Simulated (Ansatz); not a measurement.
Input and command of a plane-wave DFT calculation in Ansatz:

```yaml
crystal:
  lattice:
    - [5.0492830226, 0.0, 0.0]
    - [-2.5246415113, 4.3728073685, 0.0]
    - [0.0, 0.0, 5.8553955217]
  atoms:
    - { symbol: Ge, position: [0.3333333333, 0.6666666667, 0.75] }
    - { symbol: Ge, position: [0.6666666667, 0.3333333333, 0.25] }
    - { symbol: Ge, position: [0.0, 0.0, 0.0] }
    - { symbol: Ge, position: [0.0, 0.0, 0.5] }
    - { symbol: Sn, position: [0.3333333333, 0.6666666667, 0.25] }
    - { symbol: Sn, position: [0.6666666667, 0.3333333333, 0.75] }
basis:
  ecutwfc: 500
kpoints:
  mp_grid: { grid: [12, 12, 6] }
hamiltonian:
  xc: r2scan
scf:
  occupations: { method: gaussian, width: 0.1 }
output:
  forces: true
  stress: true
  eigenvalues: true
  write_density: true
  write_potential: true
  elf: true
  volumetric_format: npy
relax:
  adjacent_minimum: "off"
  f_tol: 0.01
  max_steps: 60
  cell: { stress_tol: 0.1 }
```

```bash
ansatz run input.yaml --threads 1 --pin off --max-ram 2560MiB --backend cpu --events-out ev --progress --plain --runs-dir out
```

Processor: Arm Neoverse V1, 1 thread, on a host shared with other jobs.

**Question.** How long does it run, and how much memory does it take?

**Answer.** About 3.7 min on 1 thread of Arm Neoverse V1, on a shared host, peak memory 0.97 GiB. It solves 51 bands at 76 k points (the mesh reduced by symmetry) with about 3285 plane waves (on the last cell), in 19 SCF iterations over 3 ionic steps.
